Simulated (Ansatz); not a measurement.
# C: the cost of one run

Method: DFT PBEsol, scalar-relativistic, plane waves, PAW, in Ansatz 0.2.0.

2 further runs of the same task are left out: 1 that didn't finish, 1 set aside as unsound or not needed.

**1. The structure to begin with**

It takes space group R-3m (No. 166, trigonal). The conventional cell has a = 2.459 Å, b = 2.459 Å, c = 33.404 Å, α = 90.00°, β = 90.00°, γ = 120.00°. C (site symmetry 3m) is surrounded by 3 C at 1.42 Å.

Coordinates:

```cif
data_structure
_symmetry_space_group_name_H-M 'P 1'
_symmetry_Int_Tables_number 1
_cell_length_a 11.2249
_cell_length_b 11.2249
_cell_length_c 11.2249
_cell_angle_alpha 12.576
_cell_angle_beta 12.576
_cell_angle_gamma 12.576
_cell_volume 58.30
loop_
_atom_site_label
_atom_site_type_symbol
_atom_site_fract_x
_atom_site_fract_y
_atom_site_fract_z
_atom_site_occupancy
C1 C 0.05406 0.05406 0.05406 1
C2 C 0.94594 0.94594 0.94594 1
C3 C 0.27926 0.27926 0.27926 1
C4 C 0.72074 0.72074 0.72074 1
```

This cell was relaxed beforehand with the same method: volume 14.58 Å³/atom, gap on the mesh none (metal).

**2. A stricter relaxation, with the smearing for a metal**

Response runs need a geometry at rest under their own mesh and occupations; hence this stricter relaxation.

input.yaml

```yaml
crystal:
  lattice:
    - [1.2294587929, 0.709828365, 11.1347254177]
    - [-1.2294587929, 0.709828365, 11.1347254177]
    - [0.0, -1.4196567301, 11.1347254177]
  atoms:
    - { symbol: C, position: [0.0540610175, 0.0540610175, 0.0540610175] }
    - { symbol: C, position: [0.9459389825, 0.9459389825, 0.9459389825] }
    - { symbol: C, position: [0.2792618859, 0.2792618859, 0.2792618859] }
    - { symbol: C, position: [0.7207381141, 0.7207381141, 0.7207381141] }
basis:
  ecutwfc: 420
kpoints:
  mp_grid: { grid: [18, 18, 18] }
hamiltonian:
  xc: pbesol
scf:
  occupations: { method: fermi_dirac, width: 0.15 }
output:
  forces: true
  stress: true
  eigenvalues: true
relax:
  adjacent_minimum: "off"
  f_tol: 0.001
  max_steps: 60
  cell: { stress_tol: 0.01 }
```

Launch:

```sh
$ ansatz run input.yaml --threads 1 --pin off --max-ram 3072MiB --backend cpu --events-out ev --progress --plain --runs-dir out
```

**Question.** How long does this run take on 1 thread of Intel Xeon 6975P-C (Granite Rapids), shared host, and how much memory does it need?

About 2.4 min, with a peak of 0.71 GiB.
